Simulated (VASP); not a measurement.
# Ba (P6/mmm) in VASP: a series of runs, part 2 of 2

VASP 6.6.1. The steps go on from the part before.

## (5) Single point, LDA

Input file INCAR:

```
SYSTEM = Ba
ADDGRID = .False.
ALGO = Normal
EDIFF = 1E-6
ENCUT = 450
GGA = CA
ISIF = 2
ISMEAR = -1
LASPH = .True.
LCHARG = .False.
LREAL = .False.
LWAVE = .False.
NBANDS = 11
NELM = 100
PREC = Accurate
SIGMA = 0.2
```

Input file KPOINTS:

```
k-points
0
Gamma
  12 12 12
  0 0 0
```

Input file POSCAR:

```
Ba
1.0
    4.3404360000      0.0427450000      0.0778240000
   -2.1332000000      3.6827230000     -0.0419260000
    0.0706370000     -0.0031590000      3.9204320000
Ba
1
Direct
    0.0107920000      0.0146870000     -0.0229320000
```

Potentials or basis: VASP PAW LDA potentials, release 64 (Ba_sv).

Launch:

```sh
$ cat potpaw_LDA.64/Ba_sv/POTCAR > POTCAR
$ mpirun -np 1 vasp_std > vasp.out
```

OUTCAR:

```text
SYSTEM = Ba
   EDIFF = 1E-6
   ENCUT = 450
   GGA = CA
   ISIF = 2
   ISMEAR = -1
   LASPH = .True.
   LREAL = .False.
   NELM = 100
   PREC = Accurate

 Found    868 irreducible k-points:

 Following reciprocal coordinates:
            Coordinates               Weight
  0.000000  0.000000  0.000000      1.000000
  0.083333  0.000000 -0.000000      2.000000
  0.166667 -0.000000  0.000000      2.000000
  0.250000  0.000000 -0.000000      2.000000
  0.333333  0.000000 -0.000000      2.000000
  0.416667 -0.000000 -0.000000      2.000000
   k-points           NKPTS =    868   k-points in BZ     NKDIM =    868   number of bands    NBANDS=     11
   number of dos      NEDOS =    301   number of ions     NIONS =      1
   total plane-waves  NPLWV =  25200
   dimension x,y,z NGX =    30 NGY =   30 NGZ =   28
   dimension x,y,z NGXF=    60 NGYF=   60 NGZF=   56
   ions per type =               1
   NGX,Y,Z   is equivalent  to a cutoff of  11.49, 11.72, 11.87 a.u.
   NGXF,Y,Z  is equivalent  to a cutoff of  22.98, 23.44, 23.74 a.u.
 SYSTEM =  Ba
   PREC   = accura    normal or accurate (medium, high low for compatibility)
   ISTART =      0    job   : 0-new  1-cont  2-samecut
   ICHARG =      2    charge: 1-file 2-atom 10-const
   ISPIN  =      1    spin polarized calculation?
   LNONCOLLINEAR =      F non collinear calculations
   LSORBIT =      F    spin-orbit coupling
[... 65 lines left out ...]
      6       1.4748      0.79086
      7       2.9716      0.00073
      8       3.2443      0.00019
      9       6.2388      0.00000
     10       6.3080      0.00000
     11       7.5504      0.00000
[... 57 lines left out ...]
 k-point     6 :       0.4167   -0.0000   -0.0000
  band No.  band energies     occupation
      1     -27.4979      2.00000
      2     -12.9413      2.00000
      3     -12.5671      2.00000
      4     -12.3324      2.00000
      5       0.3717      1.98777
      6       1.6779      0.38315
      7       2.4123      0.01197
      8       4.4543      0.00000
      9       5.7182      0.00000
     10       5.9468      0.00000
     11       7.2927      0.00000

 [... further k-points ...]

------------------------ aborting loop because EDIFF is reached ----------------------------------------

  FORCE on cell =-STRESS in cart. coord.  units (eV):
  Direction    XX          YY          ZZ          XY          YZ          ZX
  --------------------------------------------------------------------------------------
  -------------------------------------------------------------------------------------
  Total       -0.5847504     -0.5065297     -0.2170029     -0.0548265     -0.0023793      0.0539937
  in kB      -14.8701426    -12.8809975     -5.5183619     -1.3942321     -0.0605059      1.3730555
  external PRESSURE =     -11.0898340 kB  Pullay stress =       0.0000000 kB

 VOLUME and BASIS-vectors are now :
 -----------------------------------------------------------------------------
  energy-cutoff  :      450.00
  volume of cell :       63.00
      direct lattice vectors                 reciprocal lattice vectors
     4.340436000  0.042745000  0.077824000     0.229156949  0.132692299 -0.004021951
    -2.133200000  3.682723000 -0.041926000    -0.002663728  0.269998278  0.000265553
     0.070637000 -0.003159000  3.920432000    -0.004577452  0.000253366  0.255156610

 POSITION                                       TOTAL-FORCE (eV/Angst)
 -----------------------------------------------------------------------------------
      0.08453      0.05146      3.83075         0.000000      0.000000      0.000000
 -----------------------------------------------------------------------------------
    total drift:                               -0.000002     -0.000001     -0.000005

  FREE ENERGIE OF THE ION-ELECTRON SYSTEM (eV)
  ---------------------------------------------------
  free  energy   TOTEN  =        -2.1406434421 eV

  energy  without entropy=       -1.9060298936  energy(sigma->0) =       -2.02333667
```

OSZICAR:

```text
N       E                     dE             d eps       ncg     rms          rms(c)
DAV:   1     0.475181292999E+02    0.47518E+02   -0.39650E+03 19112   0.670E+02
DAV:   2     0.263458663853E+00   -0.47255E+02   -0.46068E+02 22591   0.133E+02
DAV:   3    -0.205733745736E+01   -0.23208E+01   -0.23002E+01 25357   0.290E+01
DAV:   4    -0.214601874560E+01   -0.88681E-01   -0.88502E-01 25304   0.515E+00
DAV:   5    -0.214815009675E+01   -0.21314E-02   -0.21310E-02 26510   0.653E-01    0.183E+00
DAV:   6    -0.214327842992E+01    0.48717E-02   -0.48459E-03 23160   0.590E-01    0.107E+00
DAV:   7    -0.214057596366E+01    0.27025E-02   -0.81172E-03 23170   0.771E-01    0.493E-02
DAV:   8    -0.214064115693E+01   -0.65193E-04   -0.41926E-04 29350   0.109E-01    0.164E-02
DAV:   9    -0.214064326540E+01   -0.21085E-05   -0.75245E-06 23027   0.212E-02    0.777E-03
DAV:  10    -0.214064344209E+01   -0.17669E-06   -0.18636E-06 16991   0.700E-03
   1 F= -.21406434E+01 E0= -.20233367E+01  d E =-.234614E+00
```

stdout:

```text
POSCAR found type information on POSCAR Ba
 POSCAR found :  1 types and       1 ions
 scaLAPACK will be used
 LDA part: xc-table for (Slater(with rela. corr.)+CA(PZ))
 , standard interpolation
 POSCAR, INCAR and KPOINTS ok, starting setup
 FFT: planning ... GRIDC
 FFT: planning ... GRID_SOFT
 FFT: planning ... GRID
 WAVECAR not read
 entering main loop
```

Wall time 2.2 min (1 thread of Intel Xeon 6975P-C (Granite Rapids), shared host); peak memory 0.54 GiB.

The run converged, but some of its settings lie outside the range that counts as converged, so its numbers aren't taken as properties of the crystal.

Results:

```
Free energy            : -2.1406 eV
Pressure               : -1.1 GPa
Band gap on the k mesh : none (metal or under the smearing width)
```

## (6) Single point, LDA

Changes to INCAR since step 5:

```diff
@@ -4,3 +4,3 @@
 EDIFF = 1E-6
-ENCUT = 450
+ENCUT = 700
 GGA = CA
```

Input file KPOINTS:

```
k-points
0
Gamma
  10 10 10
  0 0 0
```

Input file POSCAR:

```
Ba
1.0
    4.3116136979      0.0000000000      0.0000000000
   -2.1558068490      3.7339669937      0.0000000000
    0.0000000000      0.0000000000      3.9134133000
Ba
1
Direct
    0.0000000000      0.0000000000      0.0000000000
```

Potentials or basis: VASP PAW LDA potentials, release 64 (Ba_sv).

Launch:

```sh
$ cat potpaw_LDA.64/Ba_sv/POTCAR > POTCAR
$ mpirun -np 1 vasp_std > vasp.out
```

It took 28 s on 1 thread of Intel Xeon 6975P-C (Granite Rapids), shared host; peak memory 0.24 GiB.

These settings aren't checked as converged: the numbers below hold their error.

Results:

| Item | Value |
| --- | --- |
| Free energy | -2.1399 eV |
| Pressure | -1.1 GPa |
| Band gap on the k mesh | none (metal or under the smearing width) |
